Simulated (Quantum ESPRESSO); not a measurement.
The system is FeO.

```xyz
2
Lattice="-1.6021 1.6021 2.0834 1.6021 -1.6021 2.0834 1.6021 1.6021 -2.0834" Properties=species:S:1:pos:R:3 pbc="T T T"
Fe    0.0000    0.0000    0.0000
O     0.0000    0.0000    2.0834
```

The cell comes from a database or a generator and needn't be the stable form of this composition.

Base run:

* Program: Quantum ESPRESSO 7.5
* Functional: PBEsol
* Potentials or basis: GBRV 1.5 PBEsol
* Cutoff: 762 eV
* Density cutoff: 6095 eV
* k mesh: 12 × 12 × 12
* Occupations: fermi-dirac, width 0.05 eV
* Spin: collinear spin, ferromagnetic start
* Starting moments: [3.0, 0.0] μB

Its results: band gap on the k mesh none (metal or under the smearing width); pressure -16.1 GPa; net moment 4.00 μB per cell; site moments Fe +3.41; O +0.31 μB.

Task: The run is repeated on the same cell with these changes: functional from PBEsol to LDA; potentials or basis from GBRV 1.5 PBEsol to GBRV 1.5 LDA. What comes out?

Result: Band gap on the k mesh none (metal or under the smearing width); pressure -22.4 GPa; net moment 4.00 μB per cell; site moments Fe +3.38; O +0.33 μB.

Caveats: so large a pressure means that the cell lies far from this level's equilibrium, or that cutoff or potentials fall short; a cell with one magnetic atom can't hold antiferromagnetic order, which such compounds often take; semilocal functionals often make such compounds metallic where correlation or magnetic order opens a gap, which also shifts bond lengths.
